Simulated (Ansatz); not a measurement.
Equation of state of AgCl from a dense series

```
CELL_PARAMETERS angstrom
3.43397 0.00000 0.00000
0.00000 3.43397 0.00000
0.00000 0.00000 3.43397
ATOMIC_POSITIONS crystal
Ag 0.00000 0.00000 0.00000
Cl 0.50000 0.50000 0.50000
```

Atom numbers follow the list: Ag1, Cl2.

Structure from Materials Project entry mp-726265 (possibly hypothetical), not relaxed further.

All numbers below come from Ansatz 0.2.0, DFT, PBE, all-electron LAPW, scalar-relativistic.

Numerical set-up: a Γ-centred 9×9×9 k mesh, Fermi–Dirac smearing of 0.01 eV, basis error target 1 meV/atom, no spin polarisation.

The cell is scaled evenly. Fractional coordinates are held (clamped ions).

```json
{"V (Å³/atom)": "19.032", "P (GPa)": "3.29"}
{"V (Å³/atom)": "19.235", "P (GPa)": "2.62"}
{"V (Å³/atom)": "19.437", "P (GPa)": "2.00"}
{"V (Å³/atom)": "19.741", "P (GPa)": "1.14"}
{"V (Å³/atom)": "19.842", "P (GPa)": "0.87"}
{"V (Å³/atom)": "20.045", "P (GPa)": "0.36"}
{"V (Å³/atom)": "20.247", "P (GPa)": "-0.12"}
{"V (Å³/atom)": "20.449", "P (GPa)": "-0.57"}
{"V (Å³/atom)": "20.652", "P (GPa)": "-1.00"}
{"V (Å³/atom)": "20.753", "P (GPa)": "-1.20"}
{"V (Å³/atom)": "21.057", "P (GPa)": "-1.77"}
{"V (Å³/atom)": "21.462", "P (GPa)": "-2.44"}
```

Fit a third-order Birch–Murnaghan curve to the pressures.

P = (3B0/2)(y^(7/2) − y^(5/2))[1 + (3/4)(B0′ − 4)(y − 1)] with y = (V0/V)^(2/3) fits within 0.01 GPa for V0 = 20.194 Å³/atom, B0 = 47.3 GPa and B0′ = 5.40.

Predict the pressure at the withheld volume, 21.259 Å³/atom.

There y = 0.9663, so the fit gives -2.12 GPa; the run gave -2.11 GPa.
